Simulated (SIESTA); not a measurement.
Runs of SIESTA 5.4.2 on MnS. Symmetry: Fm-3m, No. 225, cubic system. Conventional cell: a = 5.209 Å, b = 5.209 Å, c = 5.209 Å, α = 90.00°, β = 90.00°, γ = 90.00°. Around Mn (site symmetry m-3m) lie 6 S at 2.60 Å. S (site symmetry m-3m) has 6 Mn at 2.60 Å as nearest neighbours. 

```tsv
task	level	potentials or basis	energy shift	gap on the mesh (eV)	pressure (GPa)	moment (μB)	V0 of scaled cells (Å³/atom)	B0 (GPa)
band structure	PBE	PseudoDojo 0.4 standard (PBE files), DZP (energy shift 0.003 Ry; two zetas on semicore shells)	0.003 Ry	none	-1.4	(b)	-	-
band structure	LDA	PseudoDojo 0.4 standard (LDA files), DZP (energy shift 0.003 Ry; two zetas on semicore shells)	0.003 Ry	none	-10.5	4.63	-	-
equation of state	PBE	PseudoDojo 0.4 standard (PBE files), DZP (energy shift 0.002 Ry)	0.002 Ry	-	-	-	17.22	(c)
band structure	PBE	PseudoDojo 0.4 standard (PBE files), DZP (energy shift 0.002 Ry)	0.002 Ry	none	-1.4	(a)	-	-
equation of state	PBE	PseudoDojo 0.4 standard (PBE files), DZP (energy shift 0.003 Ry; two zetas on semicore shells)	0.003 Ry	-	-	-	17.21	59
```

Alike in all rows: spin collinear, ferromagnetic start; cell as given; k mesh 9 × 9 × 9; smearing fermi-dirac 0.05 eV; grid cutoff 800 Ry.

Q: Estimate the missing entries.

A: (a) 4.78; (b) 4.79; (c) 61.

Caveats: the basis of atomic orbitals isn't converged, which shifts pressures, moduli and gaps; short orbitals over semicore shells can move pressures by several GPa (some runs); a cell with one magnetic atom can't hold antiferromagnetic order, which such compounds often take (some runs); semilocal functionals often make such compounds metallic where correlation or magnetic order opens a gap, which also shifts bond lengths (some runs); semicore shells carry a single zeta, which can move pressures by several GPa and volumes by a few percent (some runs).

A k mesh can miss the band edges.

A gap of «none» marks a metal or a gap under the smearing width.

Not every run made on this cell is shown here.
